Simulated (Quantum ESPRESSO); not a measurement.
# Nb (Im-3m) in Quantum ESPRESSO: notebook

Runs on Nb. Level: r2SCAN. Tasks: single point, equation of state.

All numbers are computed with Quantum ESPRESSO 7.5; they aren't measurements. Logs are shortened: lines on timing, memory, paths and dates and some standing lists are left out, and cuts for length are marked.

**Experimental background.**

“Pressure effects on the electronic structure and superconductivity of (TaNb)0.67(HfZrTi)0.33 high entropy alloy”, 2019, arxiv:1910.08312 quotes, for a bulk crystal of Nb: bulk modulus 169 GPa.

How close the calculation comes is told below.

## 1. The crystal as given

Symmetry: Im-3m, No. 229, cubic system. Conventional cell: a = 3.328 Å, b = 3.328 Å, c = 3.328 Å, α = 90.00°, β = 90.00°, γ = 90.00°. Around Nb (site symmetry m-3m) lie 8 Nb at 2.88 Å.

## 2. Single point, r2SCAN, 17.32 Å³/atom

pw.in reads:

```
&CONTROL
  calculation = 'scf'
  prefix = 'pwscf'
  outdir = './tmp'
  pseudo_dir = './pseudo'
  tstress = .true.
  disk_io = 'nowf'
/
&SYSTEM
  ibrav = 0
  nat = 1
  ntyp = 1
  ecutwfc = 70
  nbnd = 12
  input_dft = 'r2scan'
  occupations = 'smearing'
  smearing = 'fd'
  degauss = 0.00367493
  nosym = .true.
  nr1 = 32
  nr2 = 32
  nr3 = 32
/
&ELECTRONS
  conv_thr = 1d-08
  electron_maxstep = 120
  mixing_beta = 0.5
/
ATOMIC_SPECIES
Nb    92.9064 Nb_ONCV_PBE-1.2.upf
CELL_PARAMETERS angstrom
  -1.6299823056    1.6299823056    1.6299823056
   1.6299823056   -1.6299823056    1.6299823056
   1.6299823056    1.6299823056   -1.6299823056
ATOMIC_POSITIONS crystal
Nb     0.0000000000    0.0000000000    0.0000000000
K_POINTS automatic
8 8 8 0 0 0
```

Potentials or basis: SG15 PBE 1.2.

Command:

```console
> OMP_NUM_THREADS=1 mpirun -n 4 pw.x -nk 4 -in pw.in > pw.out
```

pw.out:

```text
This program is part of the open-source Quantum ESPRESSO suite
     for quantum simulation of materials; please cite
         "P. Giannozzi et al., J. Phys.:Condens. Matter 21 395502 (2009);
         "P. Giannozzi et al., J. Phys.:Condens. Matter 29 465901 (2017);
         "P. Giannozzi et al., J. Chem. Phys. 152 154105 (2020);
     in publications or presentations arising from this work. More details at

     IMPORTANT: XC functional enforced from input :
     Exchange-correlation= R2SCAN
                           (   0   0   0   0   0 497 498)
     Any further DFT definition will be discarded
     Please, verify this is what you really want

     K-points division:     npool     =       4
     Subspace diagonalization in iterative solution of the eigenvalue problem:
     a serial algorithm will be used

     G-vector sticks info
     --------------------
     sticks:   dense  smooth     PW     G-vecs:    dense   smooth      PW
     Sum         603     603    219                 9213     9213    2093

     Using Slab Decomposition

     bravais-lattice index     =            0
     lattice parameter (alat)  =       5.3351  a.u.
     unit-cell volume          =     116.8975 (a.u.)^3
     number of atoms/cell      =            1
     number of atomic types    =            1
     number of electrons       =        13.00
     number of Kohn-Sham states=           12
     kinetic-energy cutoff     =      70.0000  Ry
     charge density cutoff     =     280.0000  Ry
     scf convergence threshold =      1.0E-08
     mixing beta               =       0.5000
     number of iterations used =            8  plain     mixing
     Exchange-correlation= R2SCAN
                           (   0   0   0   0   0 497 498)

     celldm(1)=   5.335098  celldm(2)=   0.000000  celldm(3)=   0.000000
     celldm(4)=   0.000000  celldm(5)=   0.000000  celldm(6)=   0.000000

     crystal axes: (cart. coord. in units of alat)
               a(1) = (  -0.577350   0.577350   0.577350 )
               a(2) = (   0.577350  -0.577350   0.577350 )
               a(3) = (   0.577350   0.577350  -0.577350 )

     reciprocal axes: (cart. coord. in units 2 pi/alat)
               b(1) = ( -0.000000  0.866025  0.866025 )
               b(2) = (  0.866025 -0.000000  0.866025 )
               b(3) = (  0.866025  0.866025  0.000000 )

     PseudoPot. # 1 for Nb read from file:
     Nb_ONCV_PBE-1.2.upf
     Pseudo is Norm-conserving, Zval = 13.0
     Generated using ONCVPSP code by D. R. Hamann
     Using radial grid of  602 points,  6 beta functions with:
                l(1) =   0
                l(2) =   0
                l(3) =   1
                l(4) =   1
                l(5) =   2
                l(6) =   2

     atomic species   valence    mass     pseudopotential
     Nb               13.00    92.90640     Nb( 1.00)

     No symmetry found

   Cartesian axes

     site n.     atom                  positions (alat units)
         1        Nb     tau(   1) = (   0.0000000   0.0000000   0.0000000  )

     number of k points=   260  Fermi-Dirac smearing, width (Ry)=  0.0037

     Number of k-points >= 100: set verbosity='high' to print them.

     Dense  grid:     9213 G-vectors     FFT dimensions: (  32,  32,  32)

     WARNING: libxc functional with ID  497 depends
      on external parameters: check the user_guide of
      QE if you need to modify them or to check their
      default values.

     WARNING: libxc functional with ID  498 depends
      on external parameters: check the user_guide of
      QE if you need to modify them or to check their
      default values.

     Initial potential from superposition of free atoms

     starting charge      12.8845, renormalised to      13.0000
     Starting wfcs are random

     Self-consistent Calculation

     iteration #  1     ecut=    70.00 Ry     beta= 0.50
     Davidson diagonalization with overlap
     ethr =  1.00E-02,  avg # of iterations =  8.4

     total energy              =    -114.11037377 Ry
     estimated scf accuracy    <       6.55221748 Ry

     iteration #  2     ecut=    70.00 Ry     beta= 0.50
     Davidson diagonalization with overlap
     ethr =  1.00E-02,  avg # of iterations =  1.0

     total energy              =    -114.15383100 Ry
     estimated scf accuracy    <       1.58615614 Ry

     iteration #  3     ecut=    70.00 Ry     beta= 0.50
     Davidson diagonalization with overlap
     ethr =  1.00E-02,  avg # of iterations =  1.0

     total energy              =    -114.15580020 Ry
     estimated scf accuracy    <       0.00504763 Ry

     iteration #  4     ecut=    70.00 Ry     beta= 0.50
     Davidson diagonalization with overlap
     ethr =  3.88E-05,  avg # of iterations =  2.5

     total energy              =    -114.15597859 Ry
     estimated scf accuracy    <       0.00011455 Ry

     iteration #  5     ecut=    70.00 Ry     beta= 0.50
     Davidson diagonalization with overlap
     ethr =  8.81E-07,  avg # of iterations =  3.3

     total energy              =    -114.15598512 Ry
     estimated scf accuracy    <       0.00000699 Ry

     iteration #  6     ecut=    70.00 Ry     beta= 0.50
     Davidson diagonalization with overlap
     ethr =  5.38E-08,  avg # of iterations =  1.9

     total energy              =    -114.15598589 Ry
     estimated scf accuracy    <       0.00000012 Ry

     iteration #  7     ecut=    70.00 Ry     beta= 0.50
     Davidson diagonalization with overlap
     ethr =  8.87E-10,  avg # of iterations =  2.1

     End of self-consistent calculation

     Number of k-points >= 100: set verbosity='high' to print the bands.

     the Fermi energy is    18.6035 ev

!    total energy              =    -114.15598591 Ry
     estimated scf accuracy    <          7.1E-09 Ry
     smearing contrib. (-TS)   =      -0.00070829 Ry
     internal energy E=F+TS    =    -114.15527762 Ry

     The total energy is F=E-TS. E is the sum of the following terms:
     one-electron contribution =     -14.91636699 Ry
     hartree contribution      =      14.42155664 Ry
     xc contribution           =     -13.82499709 Ry
     ewald contribution        =     -99.83547018 Ry

     convergence has been achieved in   7 iterations

     Computing stress (Cartesian axis) and pressure

          total   stress  (Ry/bohr**3)                   (kbar)     P=       78.57
   0.00053408   0.00000002  -0.00000001           78.57        0.00       -0.00
   0.00000002   0.00053409   0.00000002            0.00       78.57        0.00
  -0.00000001   0.00000002   0.00053411           -0.00        0.00       78.57

=------------------------------------------------------------------------------=
   JOB DONE.
=------------------------------------------------------------------------------=
```

Run time: 29 s. Hardware: 4 MPI ranks of Arm Neoverse V1, shared host; peak memory 0.28 GiB.

Results:

- Free energy: -1553.1713 eV
- Pressure: 7.9 GPa
- Band gap on the k mesh: none (metal or under the smearing width)

Caveat: the k mesh is coarse; the potentials were made for another functional, which shifts forces and pressure.

## 3. Single point, r2SCAN, 17.69 Å³/atom

pw.in: that of step 2 with these lines changed.

```diff
@@ -31,5 +31,5 @@
 CELL_PARAMETERS angstrom
-  -1.6299823056    1.6299823056    1.6299823056
-   1.6299823056   -1.6299823056    1.6299823056
-   1.6299823056    1.6299823056   -1.6299823056
+  -1.6414614324    1.6414614324    1.6414614324
+   1.6414614324   -1.6414614324    1.6414614324
+   1.6414614324    1.6414614324   -1.6414614324
 ATOMIC_POSITIONS crystal
```

Potentials or basis: SG15 PBE 1.2.

Command:

```console
> OMP_NUM_THREADS=1 mpirun -n 4 pw.x -nk 4 -in pw.in > pw.out
```

It took 29 s on 4 MPI ranks of Arm Neoverse V1, shared host; peak memory 0.28 GiB.

The run converged. Its results:

| Quantity | Value |
| --- | --- |
| Free energy | -1553.1855 eV |
| Pressure | 3.5 GPa |
| Band gap on the k mesh | none (metal or under the smearing width) |

Caveat: the k mesh is coarse; the potentials were made for another functional, which shifts forces and pressure.

## 4. Single point, r2SCAN, 18.06 Å³/atom

pw.in: that of step 3 with these lines changed.

```diff
@@ -31,5 +31,5 @@
 CELL_PARAMETERS angstrom
-  -1.6414614324    1.6414614324    1.6414614324
-   1.6414614324   -1.6414614324    1.6414614324
-   1.6414614324    1.6414614324   -1.6414614324
+  -1.6527822138    1.6527822138    1.6527822138
+   1.6527822138   -1.6527822138    1.6527822138
+   1.6527822138    1.6527822138   -1.6527822138
 ATOMIC_POSITIONS crystal
```

Command:

```console
> OMP_NUM_THREADS=1 mpirun -n 4 pw.x -nk 4 -in pw.in > pw.out
```

Run time: 29 s. Hardware: 4 MPI ranks of Arm Neoverse V1, shared host; peak memory 0.28 GiB.

Results (log left out):

| Item | Value |
| --- | --- |
| Free energy | -1553.1901 eV |
| Pressure | -0.5 GPa |
| Band gap on the k mesh | none (metal or under the smearing width) |

Caveat: the k mesh is coarse; the potentials were made for another functional, which shifts forces and pressure.

## 5. Single point, r2SCAN, 18.43 Å³/atom

pw.in: that of step 4 with these lines changed.

```diff
@@ -31,5 +31,5 @@
 CELL_PARAMETERS angstrom
-  -1.6527822138    1.6527822138    1.6527822138
-   1.6527822138   -1.6527822138    1.6527822138
-   1.6527822138    1.6527822138   -1.6527822138
+  -1.6639500000    1.6639500000    1.6639500000
+   1.6639500000   -1.6639500000    1.6639500000
+   1.6639500000    1.6639500000   -1.6639500000
 ATOMIC_POSITIONS crystal
```

Command:

```console
> OMP_NUM_THREADS=1 mpirun -n 4 pw.x -nk 4 -in pw.in > pw.out
```

Wall time 30 s (4 MPI ranks of Arm Neoverse V1, shared host); peak memory 0.28 GiB.

The run converged. Its results:

```yaml
Free_energy: -1553.1859 eV
Pressure: -4.1 GPa
Band_gap_on_the_k_mesh: none (metal or under the smearing width)
```

Caveat: the k mesh is coarse; the potentials were made for another functional, which shifts forces and pressure.

## 6. Single point, r2SCAN, 18.80 Å³/atom

pw.in: that of step 5 with these lines changed.

```diff
@@ -31,5 +31,5 @@
 CELL_PARAMETERS angstrom
-  -1.6639500000    1.6639500000    1.6639500000
-   1.6639500000   -1.6639500000    1.6639500000
-   1.6639500000    1.6639500000   -1.6639500000
+  -1.6749698576    1.6749698576    1.6749698576
+   1.6749698576   -1.6749698576    1.6749698576
+   1.6749698576    1.6749698576   -1.6749698576
 ATOMIC_POSITIONS crystal
```

Potentials or basis: SG15 PBE 1.2.

Command:

```console
> OMP_NUM_THREADS=1 mpirun -n 4 pw.x -nk 4 -in pw.in > pw.out
```

Wall time 30 s (4 MPI ranks of Arm Neoverse V1, shared host); peak memory 0.28 GiB.

The run converged. Its results:

| Item | Value |
| --- | --- |
| Free energy | -1553.1738 eV |
| Pressure | -7.4 GPa |
| Band gap on the k mesh | none (metal or under the smearing width) |

Caveat: the k mesh is coarse; the potentials were made for another functional, which shifts forces and pressure.

## 7. Single point, r2SCAN, 19.17 Å³/atom

pw.in: that of step 6 with these lines changed.

```diff
@@ -31,5 +31,5 @@
 CELL_PARAMETERS angstrom
-  -1.6749698576    1.6749698576    1.6749698576
-   1.6749698576   -1.6749698576    1.6749698576
-   1.6749698576    1.6749698576   -1.6749698576
+  -1.6858465900    1.6858465900    1.6858465900
+   1.6858465900   -1.6858465900    1.6858465900
+   1.6858465900    1.6858465900   -1.6858465900
 ATOMIC_POSITIONS crystal
```

Command:

```console
> OMP_NUM_THREADS=1 mpirun -n 4 pw.x -nk 4 -in pw.in > pw.out
```

Run time: 29 s. Hardware: 4 MPI ranks of Arm Neoverse V1, shared host; peak memory 0.28 GiB.

It converged, with:

- Free energy: -1553.1544 eV
- Pressure: -10.4 GPa
- Band gap on the k mesh: none (metal or under the smearing width)

Caveat: the k mesh is coarse; the potentials were made for another functional, which shifts forces and pressure.

## 8. Single point, r2SCAN, 19.53 Å³/atom

pw.in: that of step 7 with these lines changed.

```diff
@@ -31,5 +31,5 @@
 CELL_PARAMETERS angstrom
-  -1.6858465900    1.6858465900    1.6858465900
-   1.6858465900   -1.6858465900    1.6858465900
-   1.6858465900    1.6858465900   -1.6858465900
+  -1.6965847559    1.6965847559    1.6965847559
+   1.6965847559   -1.6965847559    1.6965847559
+   1.6965847559    1.6965847559   -1.6965847559
 ATOMIC_POSITIONS crystal
```

Command:

```console
> OMP_NUM_THREADS=1 mpirun -n 4 pw.x -nk 4 -in pw.in > pw.out
```

Wall time 30 s (4 MPI ranks of Arm Neoverse V1, shared host); peak memory 0.28 GiB.

It converged, with:

| Quantity | Value |
| --- | --- |
| Free energy | -1553.1284 eV |
| Pressure | -13.1 GPa |
| Band gap on the k mesh | none (metal or under the smearing width) |

Caveat: the k mesh is coarse; the potentials were made for another functional, which shifts forces and pressure.

## 9. Equation of state, r2SCAN

Potentials or basis: SG15 PBE 1.2.

This step only gathers the single runs of the series.

Results:

| Property | Result |
| --- | --- |
| Equilibrium volume | 18.06 Å³/atom |
| Bulk modulus | 186 GPa |
| Pressure derivative of the bulk modulus | 3.6 |

Energy against volume, from the lowest point:
```tsv
volume (Å³/atom)	energy (meV/atom)
17.322	18.79
17.691	4.58
18.060	0.00
18.428	4.18
18.797	16.30
19.165	35.66
19.534	61.66
```

Caveat: the k mesh is coarse; the potentials were made for another functional, which shifts forces and pressure.

## 10. Against experiment

Step 9. Measured bulk modulus of Nb: 169 GPa (quoted in “Pressure effects on the electronic structure and superconductivity of (TaNb)0.67(HfZrTi)0.33 high entropy alloy”, 2019, arxiv:1910.08312). This calculation gives 186 GPa (+10.1 %). The fit is for a static lattice scaled at fixed shape and fixed fractional positions.
